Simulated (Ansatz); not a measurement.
Wanted: the native input for an Ansatz 0.2.0 run.

- Task: band structure
- Functional: r2SCAN
- Potentials or basis: Ansatz PAW
- Cutoff: 500 eV (not typed: the program's choice for these potentials)
- k mesh: 9 × 9 × 9
- Occupations: fermi-dirac, width 0.05 eV
- Spin: no spin polarisation
- Path: [["G", "L", "B1"], ["B", "Z", "G", "X"], ["Q", "F", "P1", "Z"], ["L", "P"]]
- Points for each segment of the path: 14

As:

```
As
1.0
     1.88080    1.08588    3.51406
    -1.88080    1.08588    3.51406
     0.00000   -2.17176    3.51406
As
2
Direct
  0.22600 0.22600 0.22600
  0.77400 0.77400 0.77400
```

These files were run (other wordings do the same):

input.yaml

```yaml
crystal:
  lattice:
    - [1.8807968987, 1.0858785957, 3.5140619945]
    - [-1.8807968987, 1.0858785957, 3.5140619945]
    - [0.0, -2.1717571915, 3.5140619945]
  atoms:
    - { symbol: As, position: [0.226, 0.226, 0.226] }
    - { symbol: As, position: [0.774, 0.774, 0.774] }
hamiltonian:
  xc: r2scan
  pseudopotentials: { kind: paw }
kpoints:
  mp_grid: { grid: [9, 9, 9] }
  band_path:
    path:
      - [[0.0, 0.0, 0.0], [0.5, 0.0, 0.0], [0.5, 0.2303245873, -0.2303245873]]
      - [[0.7696754127, 0.5, 0.2303245873], [0.5, 0.5, 0.5], [0.0, 0.0, 0.0], [0.3651622936, 0.0, -0.3651622936]]
      - [[0.6348377064, 0.3651622936, 0.0], [0.5, 0.5, 0.0], [0.6348377064, 0.6348377064, 0.2303245873], [0.5, 0.5, 0.5]]
      - [[0.5, 0.0, 0.0], [0.7696754127, 0.3651622936, 0.3651622936]]
    npoints: 14
scf:
  occupations: { method: fermi_dirac, width: 0.05 }
  n_extra_bands: 6
output:
  forces: true
  stress: true
  eigenvalues: true
  fatbands: true
```

Potentials or basis: Ansatz PAW.

Run with:

```console
$ ansatz run input.yaml --threads 2 --pin off --max-ram 5632MiB --backend cpu --events-out ev --progress --plain --runs-dir out
```

It gave:

| Quantity | Value |
| --- | --- |
| Pressure | 1.9 GPa |
| Largest force | 0.150 eV/Å |
| Band gap on the k mesh | none (metal or under the smearing width) |

Caveat: the PAW data sets come from PBE, with cores solved anew for the run's functional, which leaves a small shift of forces and pressure.

Run time: 7.1 s on 2 threads of Arm Neoverse V2, on a shared host, peak memory 0.5 GiB.
